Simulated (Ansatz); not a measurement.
Step by step: Cl, relaxation of cell and atoms

Level of theory: Ansatz 0.2.0, DFT, PBE, PAW with Ansatz's default frozen-core files, scalar-relativistic.

Command: `ansatz run input.yaml --threads 1 --pin off --max-ram 2048MiB --backend cpu --events-out ev --progress --plain --runs-dir out` The run took about 110 s on 1 thread of a shared machine.

```yaml
crystal:
  lattice:
    - [2.5123336524, 0.0, 0.0]
    - [-1.2561668262, 2.1757447658, 0.0]
    - [0.0, 0.0, 4.0699805169]
  atoms:
    - { symbol: Cl, position: [0.3333333333, 0.6666666667, 0.25] }
    - { symbol: Cl, position: [0.6666666667, 0.3333333333, 0.75] }
kpoints:
  mp_grid: { grid: [19, 19, 10] }
scf:
  occupations: { method: fermi_dirac, width: 0.03 }
hamiltonian:
  xc: pbe
  pseudopotentials: { kind: paw }
output:
  forces: true
  stress: true
  write_density: true
  write_potential: true
  elf: true
  volumetric_format: npy
relax:
  f_tol: 0.005
  max_steps: 80
  cell: {}
```

The cell is built from the hcp type as a first guess.

The cutoff is 420 eV; energies and pressures of the walk include the program's estimate of the Pulay term.

Each frame lists the cell vectors (Å), then Cartesian positions (Å); symmetry keeps all forces zero. Free energies count from the first step, -2153.6863 eV.

The walk took 16 evaluations in all; steps that aren't listed are left out.

Step 1: E = 0.0 meV, P = 97.86 GPa

```
cell 2.5123 0.0000 0.0000 -1.2562 2.1757 0.0000 0.0000 0.0000 4.0700
Cl    0.0000    1.4505    1.0175
Cl    1.2562    0.7252    3.0525
```

Step 2: E = -1593.8 meV, P = 55.80 GPa

```
cell 2.6350 0.0000 0.0000 -1.3175 2.2820 0.0000 0.0000 0.0000 4.2673
Cl    0.0000    1.5213    1.0668
Cl    1.3175    0.7607    3.2005
```

Step 3: E = -2554.6 meV, P = 30.09 GPa

```
cell 2.7577 0.0000 0.0000 -1.3788 2.3882 0.0000 0.0000 0.0000 4.4562
Cl    0.0000    1.5921    1.1140
Cl    1.3788    0.7961    3.3421
```

Step 4: E = -3084.2 meV, P = 14.70 GPa

```
cell 2.8801 0.0000 0.0000 -1.4401 2.4943 0.0000 0.0000 0.0000 4.6286
Cl    0.0000    1.6629    1.1572
Cl    1.4401    0.8314    3.4715
```

Step 5: E = -3330.6 meV, P = 5.80 GPa

```
cell 3.0027 0.0000 0.0000 -1.5013 2.6004 0.0000 0.0000 0.0000 4.7561
Cl    0.0000    1.7336    1.1890
Cl    1.5013    0.8668    3.5671
```

Step 6: E = -3452.8 meV, P = 2.09 GPa

```
cell 3.1283 0.0000 0.0000 -1.5642 2.7092 0.0000 0.0000 0.0000 4.6566
Cl    0.0000    1.8061    1.1642
Cl    1.5642    0.9031    3.4925
```

Step 7: E = -3572.4 meV, P = 0.08 GPa

```
cell 3.2508 0.0000 0.0000 -1.6254 2.8153 0.0000 0.0000 0.0000 4.4692
Cl    0.0000    1.8769    1.1173
Cl    1.6254    0.9384    3.3519
```

Step 8: E = -3643.4 meV, P = -0.29 GPa

```
cell 3.3387 0.0000 0.0000 -1.6693 2.8914 0.0000 0.0000 0.0000 4.2737
Cl    0.0000    1.9276    1.0684
Cl    1.6693    0.9638    3.2053
```

Step 9: E = -3666.8 meV, P = -0.42 GPa

```
cell 3.4207 0.0000 0.0000 -1.7103 2.9624 0.0000 0.0000 0.0000 4.0996
Cl    0.0000    1.9749    1.0249
Cl    1.7103    0.9875    3.0747
```

Step 10: E = -3667.3 meV, P = -0.07 GPa

```
cell 3.4141 0.0000 0.0000 -1.7071 2.9567 0.0000 0.0000 0.0000 4.0888
Cl    0.0000    1.9712    1.0222
Cl    1.7071    0.9856    3.0666
```

Step 11: E = -3667.3 meV, P = 0.00 GPa

```
cell 3.4135 0.0000 0.0000 -1.7067 2.9561 0.0000 0.0000 0.0000 4.0857
Cl    0.0000    1.9708    1.0214
Cl    1.7067    0.9854    3.0643
```

Step 12: E = -3788.6 meV, P = 2.55 GPa (the cell of the step before, solved again on a basis chosen afresh, hence the jump)

Step 13: E = -3834.7 meV, P = 1.22 GPa

```
cell 3.5391 0.0000 0.0000 -1.7695 3.0649 0.0000 0.0000 0.0000 3.9959
Cl    0.0000    2.0433    0.9990
Cl    1.7695    1.0216    2.9969
```

Step 14: E = -3848.3 meV, P = 0.09 GPa

```
cell 3.6647 0.0000 0.0000 -1.8323 3.1737 0.0000 0.0000 0.0000 3.9196
Cl    0.0000    2.1158    0.9799
Cl    1.8323    1.0579    2.9397
```

(1) How does the relaxation end?

Answers

(1) It converges, with a = 3.668 Å, b = 3.668 Å, c = 3.924 Å, α = 90.00°, β = 90.00°, γ = 120.00° (conventional cell, space group P6_3/mmc). The last solve (on a basis chosen afresh for the final cell, so its energy is not quite comparable) gives E = -3848.7 meV, P = 0.00 GPa:
```
cell 3.6681 0.0000 0.0000 -1.8341 3.1767 0.0000 0.0000 0.0000 3.9242
Cl    0.0000    2.1178    0.9811
Cl    1.8341    1.0589    2.9432
```
